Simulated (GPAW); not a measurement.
Al: single point with PBE

The system is Al.

```
CELL_PARAMETERS angstrom
-1.69895 1.56431 1.60080
1.63095 -1.58291 1.55140
1.66037 1.54432 -1.61940
ATOMIC_POSITIONS crystal
Al 0.99931 0.01239 0.00585
```

The cell isn't the ideal one: cell strained at random at fixed volume.

```yaml
Program: GPAW 26.7.0
Task: single point
Functional: PBE
Potentials_or_basis: GPAW PAW data sets (gpaw-data 1.2.1)
Cutoff: 600 eV
Basis: pw
k_mesh: 12 × 12 × 12
Occupations: fermi-dirac, width 0.05 eV
Spin: no spin polarisation
Maxiter: 150
```

```yaml
Pressure: 4.1 GPa
Band_gap_on_the_k_mesh: none (metal or under the smearing width)
```

Stress tensor (GPa, compression positive):
```
5.22 0.48 1.43
0.48 3.52 0.59
1.43 0.59 3.56
```

Levels at points of the mesh, in eV from the Fermi level:
```csv
k point,band 1,band 2,band 3,band 4
"(0.00, 0.00, 0.00)",-11.30,12.67,13.11,14.00
"(0.00, 0.00, 0.50)",-4.34,-3.72,8.28,8.46
"(0.00, 0.50, 0.00)",-4.32,-3.69,8.44,8.76
"(0.00, 0.50, 0.50)",-4.29,-3.68,7.45,7.54
"(0.50, 0.00, 0.00)",-4.17,-3.43,7.62,7.62
"(0.50, 0.00, 0.50)",-4.70,-4.49,8.90,9.12
"(0.50, 0.50, 0.00)",-4.56,-4.18,8.49,8.52
"(0.50, 0.50, 0.50)",0.98,2.25,2.53,2.62
```

It took 49 s on 1 thread of Arm Neoverse V1 (shared host), peak memory 0.25 GiB.
